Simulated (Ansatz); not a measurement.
# Where Cd_i (6-fold void) puts its levels in the gap of CdSe (P6_3mc)

Charge states of Cd_i (6-fold void) in CdSe (P6_3mc), set against the band edges. Model: a cell of 72 host atoms with 1 Cd put in.

Main program and level: Ansatz 0.2.0; place-levels on r2SCAN runs: charge-transition levels and formation energies with image-charge correction and potential alignment at the atomic sites; PAW set soft_1.

### 1. The structure

The cell holds 73 atoms: 37 Cd and 36 Se. Cell: a = 13.023 Å, b = 13.023 Å, c = 14.159 Å, α = 90.0°, β = 90.0°, γ = 120.0°. It derives from CdSe (space group P6_3mc). Nearest the centre at fractional (0.278, 0.722, 0.094): Cd73 at 0.00 Å, Cd18 at 2.54 Å, Se24 at 2.54 Å, Cd41 at 2.55 Å, Se43 at 2.55 Å, Se11 at 2.55 Å, Cd9 at 2.55 Å, Cd42 at 3.98 Å.

Structure file:

```xyz
73
Lattice="13.0227 0.0000 0.0000 -6.5113 11.2780 0.0000 0.0000 0.0000 14.1593" Properties=species:S:1:pos:R:3 pbc="T T T"
Cd    0.0000    2.5062    0.0004
Cd    2.1704    1.2531    3.5402
Se    0.0000    2.5062    2.6615
Se    2.1704    1.2531    6.2014
Cd    0.0000    2.5062    7.0801
Cd    2.1704    1.2531   10.6199
Se    0.0000    2.5062    9.7412
Se    2.1704    1.2531   13.2810
Cd   -2.1704    6.2655    0.0004
Cd    0.0000    5.0124    3.5402
Se   -2.1704    6.2655    2.6615
Se    0.0000    5.0124    6.2014
Cd   -2.1704    6.2655    7.0801
Cd    0.0000    5.0124   10.6199
Se   -2.1704    6.2655    9.7412
Se    0.0000    5.0124   13.2810
Cd   -4.3409   10.0249    0.0004
Cd   -2.1704    8.7718    3.5402
Se   -4.3409   10.0249    2.6615
Se   -2.1704    8.7718    6.2014
Cd   -4.3409   10.0249    7.0801
Cd   -2.1704    8.7718   10.6199
Se   -4.3409   10.0249    9.7412
Se   -2.1704    8.7718   13.2810
Cd    4.3409    2.5062    0.0004
Cd    6.5113    1.2531    3.5402
Se    4.3409    2.5062    2.6615
Se    6.5113    1.2531    6.2014
Cd    4.3409    2.5062    7.0801
Cd    6.5113    1.2531   10.6199
Se    4.3409    2.5062    9.7412
Se    6.5113    1.2531   13.2810
Cd    2.1704    6.2655    0.0004
Cd    4.3409    5.0124    3.5402
Se    2.1704    6.2655    2.6615
Se    4.3409    5.0124    6.2014
Cd    2.1704    6.2655    7.0801
Cd    4.3409    5.0124   10.6199
Se    2.1704    6.2655    9.7412
Se    4.3409    5.0124   13.2810
Cd    0.0000   10.0249    0.0004
Cd    2.1704    8.7718    3.5402
Se    0.0000   10.0249    2.6615
Se    2.1704    8.7718    6.2014
Cd    0.0000   10.0249    7.0801
Cd    2.1704    8.7718   10.6199
Se    0.0000   10.0249    9.7412
Se    2.1704    8.7718   13.2810
Cd    8.6818    2.5062    0.0004
Cd   10.8522    1.2531    3.5402
Se    8.6818    2.5062    2.6615
Se   10.8522    1.2531    6.2014
Cd    8.6818    2.5062    7.0801
Cd   10.8522    1.2531   10.6199
Se    8.6818    2.5062    9.7412
Se   10.8522    1.2531   13.2810
Cd    6.5113    6.2655    0.0004
Cd    8.6818    5.0124    3.5402
Se    6.5113    6.2655    2.6615
Se    8.6818    5.0124    6.2014
Cd    6.5113    6.2655    7.0801
Cd    8.6818    5.0124   10.6199
Se    6.5113    6.2655    9.7412
Se    8.6818    5.0124   13.2810
Cd    4.3409   10.0249    0.0004
Cd    6.5113    8.7718    3.5402
Se    4.3409   10.0249    2.6615
Se    6.5113    8.7718    6.2014
Cd    4.3409   10.0249    7.0801
Cd    6.5113    8.7718   10.6199
Se    4.3409   10.0249    9.7412
Se    6.5113    8.7718   13.2810
Cd   -1.0773    8.1406    1.3310
```

The host's dielectric constants go in as inputs: (8.02, 8.02, 8.09) for the electrons alone, (11.43, 11.43, 12.09) with the ions, computed on the host (DFPT, PBEsol, on the r2SCAN cell), and a cell off the functional's own equilibrium shifts the ionic part.

The cell's shortest repeat is 13.0 Å.

### 2. What was run first

A transition level is the Fermi level at which two charge states cost the same, so each charge needs its own total energy, at its own relaxed structure.

Random displacements of about 0.05 Å break the site symmetry at the start, so that the relaxation can reach a distorted minimum if there is one. Forces are taken at one point at (¼, ¼, ¼). The cell holds 1 electron more than the neutral one, with a uniform background that keeps it neutral on the whole. The electron count is odd, so at least one spin is unpaired; this run locks the moment at 1 μB.

The sampling was tested on the host first: at the k-points planned (1x1x1 shifted 0.25 0.25 0.25) its energy lies -0.014 eV an atom from the dense-mesh value, under the bound of 0.02 eV set for this test; that bounds the host's error, not the defect's.

One of the inputs; charge, spin and start change from state to state.

qm1_M1.relax/input.yaml reads:

```yaml
crystal:
  lattice:
    - [4.34089859, 0.0, 0.0]
    - [-2.1704493, 3.75932846, 0.0]
    - [0.0, 0.0, 7.07966368]
  atoms:
    - { symbol: Cd, position: [0.33333333, 0.66666667, 5.722e-05] }
    - { symbol: Cd, position: [0.66666667, 0.33333333, 0.50005722] }
    - { symbol: Se, position: [0.33333333, 0.66666667, 0.37594278] }
    - { symbol: Se, position: [0.66666667, 0.33333333, 0.87594278] }
  supercell: [3, 3, 2]
  defects:
    - { interstitial: { symbol: Cd, position: [0.278183, 0.721817, 0.094] } }
total_charge: -1
basis:
  ecutwfc: 500
  xc_grid: 2
hamiltonian:
  xc: r2scan
  pseudopotentials: { kind: paw, azcp: { folder: soft_1 } }
kpoints:
  mp_grid: { grid: [1, 1, 1], shift: [0.25, 0.25, 0.25] }
magnetization:
  spin_polarized: true
  initial_magnetization: 1
  spin_locking: { lock_magnetization: hard }
scf:
  occupations: { method: fixed }
  max_iter: 60
output:
  forces: true
  charged_corrections:
    epsilon: [8.02, 8.02, 8.09]
    static_epsilon: [11.43, 11.43, 12.09]
relax:
  f_tol: 0.02
  max_steps: 80
  random_displacement: { amplitude: 0.05, seed: 3708 }
checkpoint:
  write: "../qm1_M1.relax.run"
  compress: false
  write_wavefunctions: true
  write_every: 100000
```

Command:

```
$ ansatz run input.yaml --threads 6 --pin off --max-ram 37683MiB --backend cuda --events-out ev --progress --plain --runs-dir out
```

Defect states can disperse in a cell of this size, so the energy is taken again at a 2×2×2 shifted mesh, on the relaxed structure.

The run of this state that the levels use, under r2SCAN:

qm1_M1.point/input.yaml reads:

```yaml
crystal:
  checkpoint: "../qm1_M1.relax.run"
  host: checkpoint
total_charge: -1
basis:
  ecutwfc: 500
  xc_grid: 2
hamiltonian:
  xc: r2scan
  pseudopotentials: { kind: paw, azcp: { folder: soft_1 } }
kpoints:
  mp_grid: { grid: [2, 2, 2], shift: [0.5, 0.5, 0.5] }
magnetization:
  spin_polarized: true
  initial_magnetization: 1
  spin_locking: { lock_magnetization: hard }
scf:
  occupations: { method: fermi_dirac, width: 0.01 }
  max_iter: 60
output:
  forces: true
  eigenvalues: true
  charged_corrections:
    epsilon: [8.02, 8.02, 8.09]
    static_epsilon: [11.43, 11.43, 12.09]
    defect_position: [0.278183, 0.721817, 0.094]
  eigenstates: { localisation: true }
  populations: true
  efg: {}
checkpoint:
  read: "../qm1_M1.relax.run"
  write: "../qm1_M1.point.run"
  compress: false
  write_wavefunctions: false
  write_every: 100000
```

Relaxations under r2SCAN at one point at (¼, ¼, ¼); times on 1 × NVIDIA H100 80GB HBM3 with 6 threads of AMD EPYC 7R13 (Zen 3), shared host:

```csv
charge,moment (μB),occupations,outcome,steps,largest displacement against the far atoms (Å),time
−1,1,fixed,converged,10,1.24,64 s
0,0,fixed,converged,10,1.25,42 s
+1,1,fixed,converged,9,1.24,64 s
+2,0,fixed,converged,12,1.26,51 s
0,2,fixed,converged,9,1.23,63 s
```

Single points under r2SCAN at a 2×2×2 shifted mesh; times on 1 × NVIDIA H100 80GB HBM3 with 6 threads of AMD EPYC 7R13 (Zen 3), shared host:

```csv
charge,moment (μB),occupations,outcome,time
−1,1,fermi-dirac,converged,79 s
0,0,fermi-dirac,converged,33 s
+1,1,fermi-dirac,converged,73 s
+2,0,fermi-dirac,converged,34 s
0,2,fermi-dirac,converged,77 s
```

Distances (Å) from Cd73 to the nearest atoms after relaxation with r2SCAN:

```csv
charge,moment (μB),1.,2.,3.,4.,5.,6.
−1,1,Cd 2.90,Cd 2.90,Cd 2.90,Se 2.97,Se 2.97,Se 2.97
0,0,Cd 2.90,Cd 2.90,Cd 2.91,Se 2.95,Se 2.97,Se 2.97
0,2,Se 2.85,Se 2.86,Se 2.87,Cd 3.00,Cd 3.01,Cd 3.01
+1,1,Se 2.86,Se 2.86,Se 2.86,Cd 3.00,Cd 3.01,Cd 3.01
+2,0,Se 2.78,Se 2.78,Se 2.78,Cd 3.06,Cd 3.09,Cd 3.09
```

### 3. Levels against the band edges, r2SCAN

A charged cell interacts with its images and the background, and its potential has another zero than the host's. place-levels removes the first by a point-charge model, screened by the static dielectric constant since the ions have relaxed around the charge, and the second by comparing potentials at atoms far from the defect.

The host is a run of the defect-free crystal in the same cutoffs, grids and k-points, so that basis and sampling errors cancel in part in the differences. The host is run in a cell of 4 atoms on a matching mesh. Its band edges are searched through the zone by a band path, so the gap is smaller than, or equal to, that on the mesh. Chemical potentials are energies per atom of Cd (hcp), run with the same functional and cutoff.

levels.point.yaml reads:

```yaml
host:
  run: host.point.run
states: [qm1_M1.point.run, q0.point.run, qp1_M1.point.run, qp2.point.run, q0_M2.point.run]
geometry_from:
  qm1_M1.point.run: qm1_M1.relax.run
  q0.point.run: q0.relax.run
  qp1_M1.point.run: qp1_M1.relax.run
  qp2.point.run: qp2.relax.run
  q0_M2.point.run: q0_M2.relax.run
  host.point.run: host.relax.run
chemical_potentials:
  Cd:
    energy: -8268.253598
    dataset: "<sha256 of the dataset>"
epsilon: [8.02, 8.02, 8.09]
static_epsilon: [11.43, 11.43, 12.09]
vertical:
  - { from: qm1_M1.point.run, to: qm1_M1.point_neutral.run }
  - { from: qp1_M1.point.run, to: qp1_M1.point_neutral.run }
  - { from: qp2.point.run, to: qp2.point_neutral.run }
```

Command:

```
$ ansatz place-levels levels.point.yaml -- --threads 6 --pin off --max-ram 37683MiB
```

Numbers of over 12 decimals in the logs are rounded to 6 here.

The program printed:

```text
[... repeated set-up lines and file paths are left out, and long positions are rounded to six places ...]
(+2/+1) 1.136 eV above the valence edge, in the conduction band
(+1/0) 1.322 eV above the valence edge (+1.387 eV without the band-filling correction), in the conduction band; not on the lower envelope
(0/-1) 1.106 eV above the valence edge (+2.252 eV without the band-filling correction), in the conduction band; not on the lower envelope
(+1/-1) 1.214 eV above the valence edge (+1.820 eV without the band-filling correction), in the conduction band: charges between them are lowest nowhere
formation energy of charge +2: -0.578 eV with the Fermi level at the valence edge
formation energy of charge +1: +0.558 eV with the Fermi level at the valence edge
formation energy of charge 0: +1.880 eV with the Fermi level at the valence edge
formation energy of charge -1: +2.987 eV with the Fermi level at the valence edge
vertical -1 to 0: no energy, since no alignment is typed
  the change from vertical[0].from (qm1_M1.point.run) to vertical[0].to (qm1_M1.point_neutral.run): by its potential at epsilon [8.02, 8.02, 8.09] it stands at 0.663 0.329 0.149, with an rms radius of about 9.1 Å (5.2 5.2 5.5 Å across the planes of the cell's [...]
vertical +1 to 0: no energy, since no alignment is typed
  the change from vertical[1].from (qp1_M1.point.run) to vertical[1].to (qp1_M1.point_neutral.run): by its spins about the atoms it stands at 0.356 0.644 0.110, with an rms radius of about 4.0 Å (2.3 2.3 2.4 Å across the planes of the cell's vectors); [...]
vertical +2 to 0: no energy, since no alignment is typed
  the change from vertical[2].from (qp2.point.run) to vertical[2].to (qp2.point_neutral.run): by its potential at epsilon [8.02, 8.02, 8.09] it stands at 0.370 0.631 0.104, with an rms radius of about 4.9 Å (2.8 2.8 2.9 Å across the planes of the cell's [...]
  edges by r2scan, gap 1.097 eV; the host is sampled to repeats of 26.05 Å
  the defect's cells are sampled to repeats of 26.05 Å, like sampling
  charge +2: -503206.9370 eV with its correction of +0.878 eV, at epsilon [11.43, 11.43, 12.09], aligned at sites: +0.1635 eV, mean over 32 atomic sites at or beyond 6.51 Å from the defect at [0.2782, 0.7218, 0.0940], with +0.000222 for the charge's moments [...]
  charge +1: -503199.1718 eV with its correction of +0.322 eV, at epsilon [11.43, 11.43, 12.09], aligned at sites: +0.1840 eV, mean over 32 atomic sites at or beyond 6.51 Å from the defect at [0.2782, 0.7218, 0.0940], with +0.000106 for the charge's moments [...]
  charge 0: +0.000 eV for its dipole among its images, +0.000 omitted
  charge -1: -503182.2744 eV with its correction of -0.117 eV, at epsilon [11.43, 11.43, 12.09], aligned at sites: +0.2552 eV, mean over 32 atomic sites at or beyond 6.51 Å from the defect at [0.2782, 0.7218, 0.0940], with +0.000000 for the charge's moments [...]
  charge 0: states[4] (q0_M2.point.run) stands 0.657 eV higher, with a moment of 2.00 μB against 0.00
  of states[3] (qp2.point.run): it parts from the run at its places by a charge that spreads by about 2.8 Å along one vector (2 Å or more is wide), by its potential at epsilon [8.02, 8.02, 8.09], taken for that of held ions (one typed too small widens it), [...]
  of states[2] (qp1_M1.point.run): it parts from the run at its places by a charge that spreads by about 2.3 Å along one vector (2 Å or more is wide), by the spins about the atoms, where the cell does not tell a trapped carrier from a band state. [...]
  of states[1] (q0.point.run): a band-filling correction moves a carrier to the host's band edge, which changes its energy by -0.065 eV; its displacements don't fall off away from the defect: farther atoms stand 0.047 Å off the host's places. [...]
  of states[0] (qm1_M1.point.run): it parts from the run at its places by a charge that spreads by about 5.2 Å along one vector (2 Å or more is wide), by its potential at epsilon [8.02, 8.02, 8.09], taken for that of held ions (one typed too small widens it), [...]
  of states[4] (q0_M2.point.run): its moments are held at its close (magnetization.spin_locking), by a field of 0.411 eV a Bohr magneton, and its energy and levels are of the state that this holds: a run that lets them go can end lower; [...]
  of vertical[0].from (qm1_M1.point.run): its displacements don't fall off away from the defect: farther atoms stand 0.05 Å off the host's places. [...]
  of vertical[0].to (qm1_M1.point_neutral.run): its displacements don't fall off away from the defect: farther atoms stand 0.05 Å off the host's places. [...]
  of vertical[1].from (qp1_M1.point.run): stability_check_not_made; [...]
  of vertical[2].from (qp2.point.run): its displacements don't fall off away from the defect: farther atoms stand 0.049 Å off the host's places. [...]
  of vertical[2].to (qp2.point_neutral.run): its displacements don't fall off away from the defect: farther atoms stand 0.049 Å off the host's places. [...]
```

Run time: 0.55 s. Hardware: 6 threads of AMD EPYC 7R13 (Zen 3), shared host.

Levels between the charges placed, in eV above the valence top:

```csv
,gap (eV),(+2/+1),(+1/0),(0/−1)
r2SCAN,1.10,1.14,1.32,1.11
```

Corrections by state:

```csv
charge,moment (μB),image terms and alignment (eV),band filling (eV),ε used,"over the lowest of its charge, as the program ranks them, band filling apart (eV)"
+2,0.0,0.878,-,"principal values (11.43, 11.43, 12.09)",0.000
+1,1.0,0.322,-,"principal values (11.43, 11.43, 12.09)",0.000
0,0.0,0.000,-0.065,-,0.000
−1,1.0,-0.117,-1.211,"principal values (11.43, 11.43, 12.09)",0.000
0,2.0,0.000,-,-,0.657
```

The charged structures listed were also run neutral, and place-levels reads from each pair, by the potential or the spins, how wide the charge is by which they differ; that can be the carrier of either run.

```csv
charge,rms radius (Å),spread where it is widest against the cell (Å),wide from (Å),reading
+2,4.9,2.78,1.95,wide
+1,4.0,2.31,1.95,wide
−1,9.1,5.17,1.95,wide
```

The neutral runs of these pairs need not share the spin of the lowest neutral state, and very wide values only mean spread over the cell.

From the program's caveats on the states, each cut to its opening words:

- charge +2: it parts from the run at its places by a charge that spreads by about 2.8 Å along one vector (2 Å or more is wide), by its potential at epsilon [8.02, 8.02, [...]
- charge +2: its displacements don't fall off away from the defect: farther atoms stand 0.049 Å off the host's places
- charge +1 (1 μB): it parts from the run at its places by a charge that spreads by about 2.3 Å along one vector (2 Å or more is wide), by the spins about the atoms, where the [...]
- charge +1 (1 μB), −1 (1 μB), 0 (2 μB): flagged: stability check not made
- charge 0: a band-filling correction moves a carrier to the host's band edge, which changes its energy by -0.065 eV
- charge 0: its displacements don't fall off away from the defect: farther atoms stand 0.047 Å off the host's places
- charge −1 (1 μB): it parts from the run at its places by a charge that spreads by about 5.2 Å along one vector (2 Å or more is wide), by its potential at epsilon [8.02, 8.02, [...]
- charge −1 (1 μB): a band-filling correction moves a carrier to the host's band edge, which changes its energy by -1.211 eV
- charge −1 (1 μB): its displacements don't fall off away from the defect: farther atoms stand 0.05 Å off the host's places
- charge −1 (1 μB): its moments are held at its close (magnetization.spin_locking), by a field of 0.175 eV a Bohr magneton, and its energy and levels are of the state that this [...]
- charge 0 (2 μB): its moments are held at its close (magnetization.spin_locking), by a field of 0.411 eV a Bohr magneton, and its energy and levels are of the state that this [...]

The host's formation energy from the elements is -0.759 eV per atom; it sets how far the chemical potentials can move.

Formation energies (eV), Cd-rich (Δμ(Cd) = 0.00 eV, Δμ(Se) = -1.52 eV):

```csv
charge,Fermi level at the valence top,at the conduction bottom
+2,-0.58,1.62
+1,0.56,1.66
0,1.88,1.88
−1,2.99,1.89
```

Formation energies (eV), Se-rich (Δμ(Se) = 0.00 eV, Δμ(Cd) = -1.52 eV):

```csv
charge,Fermi level at the valence top,at the conduction bottom
+2,0.94,3.14
+1,2.08,3.17
0,3.40,3.40
−1,4.51,3.41
```

### 4. The same at the relaxations' own k-points

The relaxations' own energies give the levels at their sampling, for comparison.

levels.relax_mesh.yaml reads:

```yaml
host:
  run: host.relax.run
states: [qm1_M1.relax.run, q0.relax.run, qp1_M1.relax.run, qp2.relax.run, q0_M2.relax.run]
chemical_potentials:
  Cd:
    energy: -8268.253598
    dataset: "<sha256 of the dataset>"
```

Command:

```
$ ansatz place-levels levels.relax_mesh.yaml -- --threads 6 --pin off --max-ram 37683MiB
```

The program printed:

```text
(+2/+1) 1.220 eV above the valence edge, in the conduction band; not on the lower envelope
[...]
formation energy of charge +2: -0.633 eV with the Fermi level at the valence edge
formation energy of charge +1: +0.588 eV with the Fermi level at the valence edge
formation energy of charge 0: +1.868 eV with the Fermi level at the valence edge
formation energy of charge -1: +2.998 eV with the Fermi level at the valence edge
  edges by r2scan, gap 1.102 eV; the host is sampled to repeats of 19.24 Å
[... the lines on each state left out ...]
```

The job ended after 0.17 s (6 threads).

Levels between neighbouring charges, in eV above the valence top:

```csv
,gap (eV),(+2/+1),(+1/0),(0/−1)
"one point at (¼, ¼, ¼)",1.10,1.22,1.28,1.13
a 2×2×2 shifted mesh,1.10,1.14,1.32,1.11
```

Going from one point at (¼, ¼, ¼) to a 2×2×2 shifted mesh moves the levels that carry no band-filling term by up to 0.08 eV and formation energies against the elements by up to 0.05 eV; band-filling terms, which differ between samplings, are in these energies.

### 5. Results

* gap of the host: 1.10 eV (r2SCAN)
* level (plus 2/plus 1): 1.14 eV above the valence top, past the conduction bottom
* level (plus 1/0): 1.32 eV above the valence top, past the conduction bottom, not a change between lowest states (1.39 eV above the valence top without the band-filling term)
* level (0/minus 1): 1.11 eV above the valence top, past the conduction bottom, not a change between lowest states (2.25 eV above the valence top without the band-filling term)
* lowest of the charges placed, just above the valence top (0.02 eV): +2
* lowest of the charges placed, just below the conduction bottom (0.02 eV): +2
* lowest formation energy at mid-gap of the charges run, Cd-rich: 0.52 eV
* lowest formation energy at mid-gap of the charges run, Se-rich: 2.04 eV

**Reading.** Of the charges placed (−1, 0, +1 and +2), +2 is the lowest from 0.02 eV above the valence top to 0.02 eV below the conduction bottom, a gap of 1.10 eV. (+2/+1) lies 0.04 eV from a band edge, less than the doubt on such levels. Charges above +2 were not placed, so these runs say nothing of levels that involve them. States placed: +2 at 0 μB; +1 at 1 μB; 0 at 0 μB and 2 μB; −1 at 1 μB. Other spin states or structures, where not listed, weren't placed. The program finds carriers beyond a band edge of the host and adds a band-filling term at charge −1 (-1.21 eV) and 0 (-0.06 eV); steps to such a charge show no bound level, and a defect level inside a band would be read the same way. At charge −1, 0, +1 and +2 the atom put in ends up to 1.3 Å from its starting place, so the name tells the start alone and the levels can join different sites. Going from one point at (¼, ¼, ¼) to a 2×2×2 shifted mesh moves the levels that carry no band-filling term by up to 0.08 eV and formation energies against the elements by up to 0.05 eV; band-filling terms, which differ between samplings, are in these energies. Levels were also placed, and are left out here, under PBEsol at 1x1x1 shifted 0.25 0.25 0.25, since its corrections are too large to trust. Keep in mind: r2SCAN makes the gap too small and tends to spread out bound carriers; spin–orbit coupling, which can matter with heavy atoms, is left out; force components of up to 0.11 eV/Å remain in a run at the final settings.

[Logs are printed without paths, hosts, clocks, repeated set-up lines and the standing remarks that a program may print on its own settings, such as how far it seeks lower states.]

[Hosts, paths, dates, database ids (printed as entryN), source tags and the programs' standing remarks are cut or masked in the printed files.]

[Where a table of states has a column of steps, it counts the stored structures, which are thinned; the runs took as many ionic steps or more.]

[A defect's name tells the site on which it was built; relaxed atoms can leave that site.]

[For some hosts the program warned that the k-mesh of the response run may be too coarse for force constants and the static dielectric constant; such warnings are not shown here.]
